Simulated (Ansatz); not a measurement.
## Course of a relaxation: Ge

The cell of Ge is invented: 5-, 6-connected net of one element (R-3, No. 148). Its size is a rough estimate.

```
Ge
1.0
     3.14035    1.81308    5.70391
    -3.14035    1.81308    5.70391
     0.00000   -3.62616    5.70391
Ge
7
Direct
  0.16659 0.78471 0.89936
  0.78471 0.89936 0.16659
  0.89936 0.16659 0.78471
  0.83341 0.21529 0.10064
  0.21529 0.10064 0.83341
  0.10064 0.83341 0.21529
  0.50000 0.50000 0.50000
```

Computed with DFT PBE, scalar-relativistic, plane waves, PAW (Ansatz). Cutoff 420 eV, Gaussian smearing, Γ-centred meshes. Cell and atoms relax first on a coarse mesh and then on a finer one. In between, the cell is made exact in the group found at 0.06 Å. In metals the finer mesh still leaves noise of several meV/atom or more. The steps can't lower the symmetry of their start. No spin polarisation.

Steps on the 3×3×3 mesh (7 atoms, 9 steps). The free energy counts from the last step; the plane-wave basis is renewed at times, which shifts energy and pressure.

```
step  ΔF (meV/atom)  V (Å³/atom)  P (GPa)  largest force component (eV/Å)
   1         1991.1        27.84    37.70                          12.692
   2          357.5        28.02    10.11                           3.466
   3          134.8        28.80     4.03                           1.574
   4           41.4        29.39    -0.16                           0.251
   5           24.1        28.15    -0.15                           0.061
   6            6.8        26.35     0.65                           0.152
   7            2.7        26.01    -0.23                           0.170
   8            0.4        26.15     0.08                           0.014
   9            0.0        26.15     0.14                           0.015
```

The relaxed structure, after a last relaxation on the converged mesh:

```cif
data_structure
_symmetry_space_group_name_H-M 'P 1'
_symmetry_Int_Tables_number 1
_cell_length_a 7.1005
_cell_length_b 7.1005
_cell_length_c 7.1005
_cell_angle_alpha 49.341
_cell_angle_beta 49.341
_cell_angle_gamma 49.341
_cell_volume 189.31
loop_
_atom_site_label
_atom_site_type_symbol
_atom_site_fract_x
_atom_site_fract_y
_atom_site_fract_z
_atom_site_occupancy
Ge1 Ge 0.24183 0.79188 0.79188 1
Ge2 Ge 0.79188 0.79188 0.24183 1
Ge3 Ge 0.79188 0.24183 0.79188 1
Ge4 Ge 0.75817 0.20812 0.20812 1
Ge5 Ge 0.20812 0.20812 0.75817 1
Ge6 Ge 0.20812 0.75817 0.20812 1
Ge7 Ge 0.50000 0.50000 0.50000 1
```

The symmetry goes from R-3 (No. 148) to R-3m (No. 166). The volume per atom shrinks by 2.8 %, from 27.8 to 27.0 Å³. The shortest distance goes from 2.10 Å (Ge–Ge) to 2.66 Å (Ge–Ge). The energy falls by about 1.9 eV/atom (the start's value is from the coarse mesh). Ge on a site of symmetry m has 5 Ge at 2.66–2.77 Å; around Ge on a site of symmetry -3m lie 6 Ge at 2.77 Å.

| Quantity | Value |
| --- | --- |
| Volume per atom | 27.04 Å³ |
| Density | 4.46 g/cm³ |
| Energy over the standard state | +0.37 eV/atom |
| Gap on the 12×12×12 mesh of the 7-atom cell | 0 eV (a metal) |

Energies count from the standard state of Ge at the same level.

The last run used Gaussian smearing of 0.10 eV. Symmetry constrained the relaxation, so the result can be a saddle point. In all, the 4 runs took 8.8 min on 1 thread of Arm Neoverse V1, on a shared host. Another cell of Ge relaxed alike, in Fd-3m, lies 0.37 eV/atom lower, so this cell isn't the stable form at this level.
